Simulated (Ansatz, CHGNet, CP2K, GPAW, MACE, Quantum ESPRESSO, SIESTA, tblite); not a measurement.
**Twisted 2H-MoTe2/1T-TiSe2 bilayer, 21.79° (42 atoms), the built cell with every atom moved at random**

The starting structure: 2H-MoTe2 (a = 3.52 Å) under 1T-TiSe2 (a = 3.54 Å), bilayer, commensurate cell of 7 unit cells a layer, twist 21.79 deg, both strained to the mean lattice constant; facing planes 3.34 Å apart; 16 Å of vacuum; layers as built, displaced by a Gaussian of 0.01 Å. Then every atom was moved at random, 0.03 Å r.m.s. a Cartesian component.

Calculated values (SIESTA 5.4.2, Kohn-Sham DFT, PBE, PseudoDojo 0.4.1 norm-conserving pseudopotentials (converted to PSML), numerical atomic orbitals (DZP), diagonalisation; shift 0.01 Ry; mesh 500 Ry; levels smeared at 580 K; far from plane-wave PBE on this cell, through basis, grid or potentials; Γ point) for the built cell with every atom moved at random.

Extended XYZ; positions in Å, forces in eV/Å, q the Hirshfeld charge in e:

```xyz
42
Lattice="9.339 0.000 0.000 -4.670 8.088 0.000 0.000 0.000 26.040" Properties=species:S:1:pos:R:3:charge:R:1:forces:R:3 pbc="T T T"
Mo 0.655 1.954 9.754 0.14 0.326 -0.617 1.208
Te 2.006 0.356 11.634 -0.05 -0.177 0.323 -0.433
Te 2.016 0.358 8.014 -0.07 -0.076 0.218 -0.757
Mo 0.017 5.326 9.753 0.13 0.267 1.089 0.731
Te 1.362 3.841 11.582 -0.05 -0.146 -0.052 0.616
Te 1.320 3.844 7.963 -0.06 0.720 0.073 -0.804
Mo 4.027 0.801 9.787 0.13 -0.629 -0.334 0.587
Te 0.648 7.299 11.579 -0.05 0.100 -0.169 0.315
Te 0.661 7.345 7.984 -0.07 -0.089 -0.303 -0.796
Mo 3.385 4.245 9.816 0.13 -1.238 0.316 -0.006
Te 4.658 2.699 11.598 -0.06 0.111 -0.178 1.245
Te 4.629 2.761 8.063 -0.07 0.399 -0.649 -2.074
Mo 2.642 7.736 9.756 0.13 0.670 -0.454 1.021
Te 3.971 6.139 11.633 -0.05 0.206 0.603 -0.078
Te 4.036 6.171 8.007 -0.06 -0.592 0.083 -1.003
Mo 6.626 3.024 9.806 0.13 0.755 0.629 0.281
Te 8.005 1.549 11.623 -0.05 0.049 -0.284 -0.035
Te 8.028 1.565 7.993 -0.07 -0.461 -0.074 -1.107
Mo -3.360 6.516 9.788 0.14 0.238 0.475 1.299
Te -1.966 4.988 11.581 -0.06 -0.269 -0.162 0.551
Te -2.007 5.014 8.056 -0.07 -0.178 -0.585 -1.491
Ti -2.033 5.762 16.479 0.10 0.141 -0.679 0.304
Se -0.638 7.340 17.983 -0.05 -0.316 0.186 0.998
Se -0.002 5.413 14.959 -0.07 -0.028 0.195 -0.574
Ti 4.671 8.078 16.495 0.10 -0.414 -0.317 0.081
Se 1.254 1.585 18.117 -0.05 0.478 0.129 -0.225
Se -2.657 7.686 15.007 -0.06 -0.045 0.312 -0.534
Ti 0.702 3.416 16.458 0.09 0.343 -0.839 0.234
Se 2.035 5.001 18.044 -0.05 -0.194 0.364 0.264
Se 2.681 3.082 14.922 -0.06 0.015 0.239 -0.139
Ti 1.292 6.886 16.488 0.09 0.261 -0.853 -0.037
Se 7.341 0.379 18.030 -0.06 0.101 0.256 0.273
Se 3.333 6.557 14.926 -0.06 0.055 0.331 0.140
Ti 3.365 1.142 16.478 0.10 0.161 -0.251 -0.065
Se 4.714 2.688 18.060 -0.05 -0.296 0.084 0.332
Se 5.361 0.766 14.903 -0.07 -0.221 0.472 -0.045
Ti 4.046 4.625 16.525 0.09 -0.590 -0.527 -0.255
Se 5.313 6.116 18.044 -0.05 0.368 0.681 0.712
Se 5.978 4.238 14.994 -0.06 0.282 0.251 -0.962
Ti 6.676 2.328 16.510 0.10 0.086 -0.704 0.150
Se -1.278 3.792 18.039 -0.06 -0.326 0.753 0.367
Se -0.672 1.972 14.947 -0.06 0.152 -0.042 -0.293
```

The functional has no dispersion term, which matters for the binding between molecules or layers. The main run has no spin polarisation, so any moments at edges, vacancies or dangling bonds can't form in it. Only the Γ point is sampled, in a cell whose shortest periodic width is 8 Å.

The r.m.s. force component is 0.544 eV/Å; the longest force, 2.21 eV/Å, acts on Te12.

[Logs are printed without paths, hosts, clocks, repeated set-up lines and the standing remarks that a program may print on its own settings, such as how far it seeks lower states.]

[Hosts, paths, dates, database ids (printed as entryN), source tags and the programs' standing remarks are cut or masked in the printed files.]
